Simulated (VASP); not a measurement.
Here is a VASP 6.6.1 calculation.

Contents of INCAR:

```
SYSTEM = AlN
ALGO = Normal
EDIFF = 1E-7
EDIFFG = -0.002
ENCUT = 520
GGA = PE
IBRION = 2
ISIF = 3
ISMEAR = 0
LASPH = .True.
LCHARG = .False.
LREAL = .False.
LWAVE = .False.
NELM = 4
NSW = 80
PREC = Accurate
SIGMA = 0.02
```

KPOINTS

```
k-points
0
Gamma
  12 12 6
  0 0 0
```

Contents of POSCAR:

```
AlN
1.0
    3.1130000000      0.0000000000      0.0000000000
   -1.5565000000      2.6959370800      0.0000000000
    0.0000000000      0.0000000000      4.9810000000
Al N
2 2
Direct
    0.3333333300      0.6666666700      0.0000000000
    0.6666666700      0.3333333300      0.5000000000
    0.3333333300      0.6666666700      0.3800000000
    0.6666666700      0.3333333300      0.8800000000
```

Potentials or basis: VASP PAW PBE potentials, release 64 (Al, N).

Command:

```bash
$ cat potpaw_PBE.64/Al/POTCAR potpaw_PBE.64/N/POTCAR > POTCAR
$ mpirun -np 1 vasp_std > vasp.out
```

(1) Predict the relaxed volume.

(2) Predict the space group after relaxing (to 0.05 Å).

(3) Estimate the relaxed cell.

Answers

(1) 10.63 Å³/atom.

(2) P6_3mc (No. 186).

(3) a = 3.129 Å, b = 3.129 Å, c = 5.016 Å, α = 90.00°, β = 90.00°, γ = 120.00°.
